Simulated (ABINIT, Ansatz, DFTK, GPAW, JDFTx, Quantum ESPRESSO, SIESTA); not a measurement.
**Cs: 8 runs at one level of theory**

```
Cs
1.0
    -3.12847    3.12847    3.12847
     3.12847   -3.12847    3.12847
     3.12847    3.12847   -3.12847
Cs
1
Direct
  0.00000 0.00000 0.00000
```

Alike in all runs: task single point; functional PBE; k mesh 6 × 6 × 6; occupations fermi-dirac, width 0.05 eV; no spin polarisation; no spin-orbit coupling. Pressure is positive in compression and, in plane waves, holds the error of the finite cutoff, which Ansatz's Pulay term estimates and takes out.

```
                                                                                                        program and potentials  plane-wave cutoff (eV)         notes  band gap (eV)  pressure (GPa)
                                                                                         Ansatz, Ansatz PAW (earlier soft set)                     420             -         no gap           -0.08
                                                                                  DFTK, PseudoDojo SR PBE 0.4.1 standard (PBE)                     789             -         no gap           -0.08
                                                                                         JDFTx, PseudoDojo-SR-PBE-0.5-standard                     680             -         no gap           -0.08
SIESTA, files PseudoDojo sr-pbe-0.4.1-standard, DZP (energy shift 0.003 Ry; two zetas on semicore shells; d shell added on Cs)                       -  atomic basis         no gap           -0.22
                                                                                     Quantum ESPRESSO, SSSP 1.3 efficiency PBE                     748             -         no gap           -0.08
                                                                                    GPAW, GPAW PAW data sets (gpaw-data 1.2.1)                     600             -         no gap           -0.08
                                                                                                      ABINIT, JTH PAW PBE v2.0                     544             -         no gap           -0.19
                                                                                Ansatz, all-electron LAPW, scalar-relativistic                       -             -         no gap           -0.07
```

None finds a gap. The pressure spans -0.22 (SIESTA, files PseudoDojo sr-pbe-0.4.1-standard, DZP (energy shift 0.003 Ry; two zetas on semicore shells; d shell added on Cs)) to -0.07 GPa (Ansatz, all-electron LAPW, scalar-relativistic), with all-electron results at -0.07. Rows in atomic bases carry the error of their basis and grid, which can be large.

Differences between rows come from potentials, basis sets and numerical settings, since the functional is the same but for its coding. Runs on potential files found faulty are left out.
